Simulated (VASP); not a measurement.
Runs of VASP 6.6.1 on ZrN. The structure is cubic, space group Fm-3m (No. 225). The conventional cell has a = 4.589 Å, b = 4.589 Å, c = 4.589 Å, α = 90.00°, β = 90.00°, γ = 90.00°. Around Zr (site symmetry m-3m) lie 6 N at 2.29 Å. Around N (site symmetry m-3m) lie 6 Zr at 2.29 Å. The cell is a database's computed one.

```tsv
task	level	potentials or basis	cell	k mesh	cutoff (eV)	mesh quality	gap on the mesh (eV)	pressure (GPa)	relaxed volume (Å³/atom)
relaxation of cell and atoms	RPBE	VASP PAW PBE potentials, release 64 (Zr_sv, N)	relaxed	16 × 16 × 16	600	not flagged	none	0.0	(a)
relaxation of cell and atoms	PBEsol	VASP PAW PBE potentials, release 64 (Zr_sv, N)	relaxed	16 × 16 × 16	580	not flagged	none	0.0	11.80
relaxation of cell and atoms	PBEsol	VASP PAW PBE potentials, release 64 (Zr_sv, N)	relaxed	16 × 16 × 16	600	not flagged	none	0.0	11.80
relaxation of cell and atoms	PBEsol	VASP PAW PBE potentials, release 64 (Zr_sv, N)	relaxed	6 × 6 × 6	600	coarse	none	0.0	11.79
relaxation of cell and atoms	PBEsol	VASP PAW PBE potentials, release 64 (Zr_sv, N_s)	relaxed	16 × 16 × 16	480	not flagged	none	0.0	11.81
relaxation of cell and atoms	LDA	VASP PAW LDA potentials, release 64 (Zr_sv, N)	relaxed	16 × 16 × 16	600	not flagged	none	0.0	(b)
single point	PBEsol	VASP PAW PBE potentials, release 64 (Zr_sv, N)	as given	16 × 16 × 16	520	not flagged	none	-5.7	-
```

Alike in all rows: no spin polarisation; smearing gaussian 0.1 eV.

Problem. Estimate the missing entries.

Solution. (a) 12.32; (b) 11.61.

Caveats: some runs use coarse meshes; the PAW data sets were made with another functional, which shifts forces and pressure a little (some runs).

A k mesh can miss the band edges, and the runs leave out spin-orbit coupling on Zr.

A gap of «none» marks a metal or a gap under the smearing width.

Runs at the PBE level aren't shown here.
